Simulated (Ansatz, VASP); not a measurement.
# Ti in VASP and in Ansatz

```
CELL_PARAMETERS angstrom
-1.64100 1.64100 1.64100
1.64100 -1.64100 1.64100
1.64100 1.64100 -1.64100
ATOMIC_POSITIONS crystal
Ti 0.00000 0.00000 0.00000
```

Alike in both runs: task single point; functional LDA; k mesh 17 × 17 × 17; occupations fermi-dirac, width 0.08 eV; no spin polarisation.

```csv
,VASP,Ansatz
version,VASP 6.6.1,Ansatz 0.2.0
potentials or method,"VASP PAW LDA potentials, release 64 (Ti_sv), cutoff 520 eV","all-electron LAPW, scalar-relativistic"
```

|  | VASP | Ansatz | Ansatz less VASP |
| --- | --- | --- | --- |
| pressure (GPa) | -10.7 | -10.6 | +0.03 |

Ansatz ran all-electron here, so the differences hold the error of VASP's frozen core and of both bases.
